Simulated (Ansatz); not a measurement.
## From barrier to diffusion: Zn in ZnSe

Method: DFT PBEsol, scalar-relativistic, plane waves, PAW (Ansatz 0.2.0). Settings: 420 eV cutoff, 2×2×2 k-mesh, Gaussian smearing of 0.02 eV, no spin polarisation.

Host crystal, relaxed:

```
Zn Se
1.0
     0.00000    2.81662    2.81662
     2.81662    0.00000    2.81662
     2.81662    2.81662    0.00000
Zn Se
1 1
Cartesian
  0.0000 0.0000 0.0000
  1.4083 1.4083 1.4083
```

In a supercell of 16 host sites with charge -2, Zn trades places with a neighbouring Zn vacancy, moving 3.98 Å. Climbing-image nudged elastic band at fixed cell; the order of the saddle wasn't checked, and the small cell leaves errors of about a tenth of an eV.

| image | path (Å) | E − E(0) (eV) |
| --- | --- | --- |
| 0 | 0.00 | 0.000 |
| 1 | 1.24 | 0.741 |
| 2 | 2.48 | 1.482 |
| 3 | 3.72 | 0.741 |
| 4 | 4.96 | 0.000 |

Problem. What are the barriers forward and back, and what attempt frequency does the shape suggest?

Solution. Forward 1.48 eV, back 1.48 eV, the ends being level. For a sinusoidal profile E_b sin²(πx/l), with the Zn atom alone moving, ν = (1/l)√(E_b/2m) = 2.6×10¹² s⁻¹, within an order of magnitude of the customary 10¹³ s⁻¹; a true prefactor needs the vibrations at the minimum and at the saddle.

Problem. With ν = 10¹³ s⁻¹, how often does the exchange happen at 300, 600 and 1000 K once atom and vacancy are neighbours, taking the host as solid throughout? Does that give the diffusivity?

Solution. k = ν exp(−E_b/k_BT):
```json
{"T (K)": "300", "k (1/s)": "1.3×10⁻¹²", "wait (s)": "8.0×10¹¹"}
{"T (K)": "600", "k (1/s)": "3.5", "wait (s)": "0.28"}
{"T (K)": "1000", "k (1/s)": "3.4×10⁵", "wait (s)": "3.0×10⁻⁶"}
```

No. The atom can jump only when a vacancy is beside it, so where vacancies are thermal the activation energy of diffusion adds the vacancy's formation energy; where doping, quenching or off-stoichiometry fixes their number, it doesn't. And repeated exchanges only swap the two back and forth: Zn gets on when the vacancy moves round it by other jumps, which the correlation factor counts. An error of 0.1 eV in the barrier changes k by a factor of 48 at 300 K and 3.2 at 1000 K.

Cost: 1 run of about 13 core-minutes, on Arm Neoverse V2 (shared hosts).